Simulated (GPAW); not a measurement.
Crystal: PbF2 (Fluorocronite).

```xyz
3
Lattice="0.0000 2.9637 2.9637 2.9637 0.0000 2.9637 2.9637 2.9637 0.0000" Properties=species:S:1:pos:R:3 pbc="T T T"
Pb    0.0000    0.0000    0.0000
F     4.4455    4.4455    4.4455
F     1.4818    1.4818    1.4818
```

Base run:

```yaml
Program: GPAW 26.7.0
Functional: LDA
Potentials_or_basis: PAW data sets generated in the run's folder for this functional
Cutoff: 800 eV
Basis: pw
k_mesh: 6 × 6 × 6
Occupations: fermi-dirac, width 0.05 eV
Spin: no spin polarisation
```

Its results: band gap on the k mesh 4.21 eV, indirect (least direct gap 4.35 eV); pressure -5.9 GPa.

**Question.** The run is repeated on the same cell with these changes: functional from LDA to PBE; band points from 60 to 100. What comes out?

**Answer.** Band gap on the k mesh 4.37 eV, indirect (least direct gap 4.49 eV); pressure 1.3 GPa.

Caveats: spin-orbit coupling is left out, which as a rule narrows the gap of such compounds by several tenths of an eV.
